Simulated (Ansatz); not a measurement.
Computed with Ansatz 0.2.0, DFT PBE, scalar-relativistic, plane waves, PAW. All cells share a 420 eV cutoff and Γ-centred k meshes spaced at most about 0.3 Å⁻¹ (about 0.25 or finer for metals, 2π included). No spin polarisation in the final relaxations.

These are static total energies at zero pressure.

Compare these two cells of Si3C2, each relaxed at this level.

1.

```
Si C
1.0
     2.89699    0.00000    0.00000
    -1.44850    2.50887    0.00000
     0.00000    0.00000   14.36774
Si C
6 4
Direct
  0.66667 0.33333 0.07854
  0.66667 0.33333 0.25000
  0.66667 0.33333 0.42146
  0.33333 0.66667 0.75000
  0.33333 0.66667 0.92146
  0.33333 0.66667 0.57854
  0.66667 0.33333 0.84968
  0.66667 0.33333 0.65032
  0.33333 0.66667 0.15032
  0.33333 0.66667 0.34968
```

2.

```
Si C
1.0
    -1.39305    1.39305    7.23827
     1.39305   -1.39305    7.23827
     1.39305    1.39305   -7.23827
Si C
3 2
Direct
  0.50000 0.50000 0.00000
  0.67381 0.67381 0.00000
  0.32619 0.32619 0.00000
  0.81996 0.81996 0.00000
  0.18004 0.18004 0.00000
```

Question: Which is lower in energy, and by how much?

Answer: Cell 1 is lower, by 27 meV/atom. Cell 1 has space group P6_3/mmc (No. 194), 10.4 Å³/atom and no gap on its mesh; cell 2 has space group I4/mmm (No. 139), 11.2 Å³/atom and no gap. Counting C atoms around Si (those within 1.25 times the shortest such distance or 1.15 times the sum of covalent radii; the shortest distance is added where it exceeds 1.18 times the sum of covalent radii; a slash parts the counts of unlike sites), cell 1 has Si 3/6 and cell 2 has Si 5/8 from 3.3 Å. Cell 1 and cell 2 both hold Si–Si units of three or more atoms. The denser one is the lower, and pressure would at first widen the difference. Even the lower one lies +0.76 eV/atom against the reference forms of the elements (uncorrected), so neither is stable at this level. In cell 1, Si on a site of symmetry 3m is surrounded by 3 C at 1.96 Å and 1 Si at 2.46 Å; Si on a site of symmetry -6m2 is surrounded by 6 C at 2.20 Å, 2 Si at 2.46 Å and 6 Si at 2.90 Å; C is surrounded by 3 Si at 1.96 Å and 3 Si at 2.20 Å. In cell 2, around Si on a site of symmetry 4/mmm lie 2 Si at 2.52 Å and 4 Si at 2.79 Å; Si on a site of symmetry 4mm is surrounded by 4 C at 1.97 Å, 1 C at 2.12 Å and 1 Si at 2.52 Å; around C lie 4 Si at 1.97 Å and 1 Si at 2.12 Å. Both come from invented guesses. A third cell relaxed alike, in P-3m1, lies 0.37 eV/atom below the lower of the two.

Cells relaxed within their symmetry can be saddle points.

The two cells are close rivals among poor structures: 27 meV/atom separates them, while the lower lies +0.76 eV/atom above the elements. The likely reason for the high energy is the bonding around carbon. Silicon and carbon both favour four directed sp³ bonds, as in silicon carbide, but here carbon has six silicon neighbours in cell 1 and five in cell 2. With only four valence orbitals, carbon cannot form a full two-electron bond to each, and the contacts at 2.20 and 2.12 Å are stretched and weak. Such delocalised, electron-deficient bonding also fits the absence of a gap.

The small preference for cell 1 probably reflects a balance between its shorter Si–Si links and denser packing and the four short Si–C contacts per carbon in cell 2, not one decisive bond. The much lower P-3m1 cell shows that this ordering says little about the best structure at this composition. Even that cell remains above the elements, and a mixture of silicon and silicon carbide would be a stricter test still.
